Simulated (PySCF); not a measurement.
Predicted microwave data (PBE0-D3(BJ)/def2-SVP geometry optimisation, gas phase (PySCF)) for one isomer of C3H6O:

| Property | Result |
| --- | --- |
| Rotational constants | A = 10206, B = 8544, C = 4937 MHz |
| Dipole components | \|μa\| = 0.01 D, \|μb\| = 2.84 D, \|μc\| = 0.04 D |
| Inertial defect | -6.30 u·Å² |
| κ | 0.37 |

Question: Which structure is it? (One computed conformer of each.)
A. acetone (`C(C)(C)=O`)
B. `[CH3:1][CH2:2][CH:3]=[O:4]` with C1–C2–C3–O4 -1° (propanal)
C. `[CH2:1]=[CH:2][CH2:3][OH:4]` with C1–C2–C3–O4 126°, C2–C3–O4–H -57°
D. `[OH:1][CH:2]1[CH2:3][CH2:4]1` with H–O1–C2–C3 147°
E. `[CH2:1]=[CH:2][O:3][CH3:4]` with C1–C2–O3–C4 0°

Answer: A. It is CC(C)=O, an asymmetric top. The candidates at the same level (rigid rotor, commonest isotopes):

```json
{"SMILES": "CCC=O", "A (MHz)": "16795", "B (MHz)": "5913", "C (MHz)": "4622", "μa (D)": "1.61", "μb (D)": "1.98", "μc (D)": "0.00", "Δ (u·Å²)": "-6.23", "point group": "–", "rotor": "asymmetric top"}
{"SMILES": "OC1CC1", "A (MHz)": "16887", "B (MHz)": "6962", "C (MHz)": "6003", "μa (D)": "0.24", "μb (D)": "1.31", "μc (D)": "0.67", "Δ (u·Å²)": "-18.33", "point group": "–", "rotor": "asymmetric top"}
{"SMILES": "C=CCO", "A (MHz)": "26593", "B (MHz)": "4318", "C (MHz)": "4201", "μa (D)": "1.23", "μb (D)": "0.03", "μc (D)": "0.79", "Δ (u·Å²)": "-15.73", "point group": "C1", "rotor": "near-prolate asymmetric top"}
{"SMILES": "C=COC", "A (MHz)": "18610", "B (MHz)": "6384", "C (MHz)": "4903", "μa (D)": "0.45", "μb (D)": "0.83", "μc (D)": "0.00", "Δ (u·Å²)": "-3.24", "point group": "Cs", "rotor": "asymmetric top"}
{"SMILES": "CC(C)=O", "A (MHz)": "10206", "B (MHz)": "8544", "C (MHz)": "4937", "μa (D)": "0.01", "μb (D)": "2.84", "μc (D)": "0.04", "Δ (u·Å²)": "-6.30", "point group": "near C2", "rotor": "asymmetric top"}
```

`C=COC` has A 82 % too high; `C=CCO` has A 161 % too high; `CCC=O` has A 65 % too high; `OC1CC1` has A 65 % too high. No structure here is proved a minimum.
